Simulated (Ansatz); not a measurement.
**KF (Carobbiite): how the settings move a single-point run**

Aim: see which settings change the result for KF (Carobbiite), by how much, and at what cost.

Program: Ansatz 0.2.0. Level of theory: reference: DFT, HSE06, plane waves, PAW. These are calculated values, not measurements.

2 further runs of the same task are left out: 2 that didn't finish.

**1. Starting point**

The structure is cubic, space group Fm-3m (No. 225). The conventional cell has a = 5.318 Å, b = 5.318 Å, c = 5.318 Å, α = 90.00°, β = 90.00°, γ = 90.00°. Around K (site symmetry m-3m) lie 6 F at 2.66 Å. F (site symmetry m-3m) is surrounded by 6 K at 2.66 Å.

Structure file:

```xyz
2
Lattice="0.0000 2.6590 2.6590 2.6590 0.0000 2.6590 2.6590 2.6590 0.0000" Properties=species:S:1:pos:R:3 pbc="T T T"
K     0.0000    0.0000    0.0000
F     2.6590    2.6590    2.6590
```

**2. The reference run**

Contents of input.yaml:

```yaml
crystal:
  lattice:
    - [0.0, 2.6589566634, 2.6589566634]
    - [2.6589566634, 0.0, 2.6589566634]
    - [2.6589566634, 2.6589566634, 0.0]
  atoms:
    - { symbol: K, position: [0.0, 0.0, 0.0] }
    - { symbol: F, position: [0.5, 0.5, 0.5] }
kpoints:
  mp_grid: { grid: [4, 4, 4] }
hamiltonian:
  xc: hse06
scf:
  occupations: { method: fixed }
  n_extra_bands: 4
output:
  forces: true
  stress: true
  eigenvalues: true
```

The run is started by

```sh
> ansatz run input.yaml --threads 4 --pin off --max-ram 3686MiB --backend cpu --events-out ev --progress --plain --runs-dir out
```

**3. Variant: exchange pbe, correlation pbe, coeff 0.3, omega 0.1**

input.yaml: that of step 2 with these lines changed.

```diff
@@ -11,3 +11,3 @@
 hamiltonian:
-  xc: hse06
+  xc: { exchange: pbe, correlation: pbe, exx: { coeff: 0.3, omega: 0.1 } }
 scf:
```

**4. Changing settings: exchange pbe, correlation pbe, coeff 0.05, omega 0.3**

input.yaml: that of step 2 with these lines changed.

```diff
@@ -11,3 +11,3 @@
 hamiltonian:
-  xc: hse06
+  xc: { exchange: pbe, correlation: pbe, exx: { coeff: 0.05, omega: 0.3 } }
 scf:
```

**5. Changing settings: singularity wigner_seitz**

input.yaml: that of step 2 with these lines changed.

```diff
@@ -15,2 +15,3 @@
   n_extra_bands: 4
+  exx: { singularity: wigner_seitz }
 output:
```

**6. Changed: exchange pbe, correlation pbe, coeff 0.4, omega 0.1**

input.yaml: that of step 2 with these lines changed.

```diff
@@ -11,3 +11,3 @@
 hamiltonian:
-  xc: hse06
+  xc: { exchange: pbe, correlation: pbe, exx: { coeff: 0.4, omega: 0.1 } }
 scf:
```

**7. Variant: dispersion d4**

input.yaml: that of step 2 with these lines changed.

```diff
@@ -12,2 +12,3 @@
   xc: hse06
+  dispersion: d4
 scf:
```

Before running it: what results should come out? Wanted: for each run, ending; energy change; pressure; gap; force.

The runs gave:

| run | ending | energy change | pressure (GPa) | gap (eV) | force (eV/Å) | cycles | time |
| --- | --- | --- | --- | --- | --- | --- | --- |
| reference | converged | 0 | 1.0 | 8.26 | 0.00 | 13 | 1.8 s |
| 1: exchange pbe, correlation pbe, coeff 0.3, omega 0.1 | converged | not comparable | 0.8 | 9.13 | 0.00 | 11 | 2.3 s |
| 2: exchange pbe, correlation pbe, coeff 0.05, omega 0.3 | converged | not comparable | 1.7 | 6.60 | 0.00 | 9 | 2.1 s |
| 3: singularity wigner_seitz | converged | - | 1.0 | 8.26 | 0.00 | 13 | 2.3 s |
| 4: exchange pbe, correlation pbe, coeff 0.4, omega 0.1 | converged | not comparable | 0.4 | 10.12 | 0.00 | 12 | 2.7 s |
| 5: dispersion d4 | converged | -67.2 meV/atom (offset of the dispersion model) | 0.4 | 8.26 | 0.00 | 13 | 2.9 s |

Residual by cycle in the longest SCF loop of each run; runs are numbered as in the table. The quantity is the density residual dr2, in eV.

| cycle | reference | run 1 | run 2 | run 3 | run 4 | run 5 |
| --- | --- | --- | --- | --- | --- | --- |
| 1 | 0.0288 | 0.0356 | 0.00181 | 0.0288 | 0.0536 | 0.0288 |
| 2 | 0.00481 | 0.00544 | 6.5e-4 | 0.00481 | 0.00781 | 0.00481 |
| 3 | 8.3e-4 | 0.00137 | 2.8e-5 | 8.3e-4 | 0.00249 | 8.3e-4 |
| 4 | 2.0e-4 | 2.6e-4 | 9.2e-7 | 2.0e-4 | 4.5e-4 | 2.0e-4 |
| 5 | 2.9e-5 | 1.6e-4 | 2.7e-8 | 2.9e-5 | 3.2e-4 | 2.9e-5 |
| 6 | 9.2e-5 | 2.2e-7 | - | 9.2e-5 | 1.2e-6 | 9.2e-5 |
| 7 | 7.4e-7 | - | - | 7.4e-7 | - | 7.4e-7 |

What this shows: No change moves the result by more than the table shows.
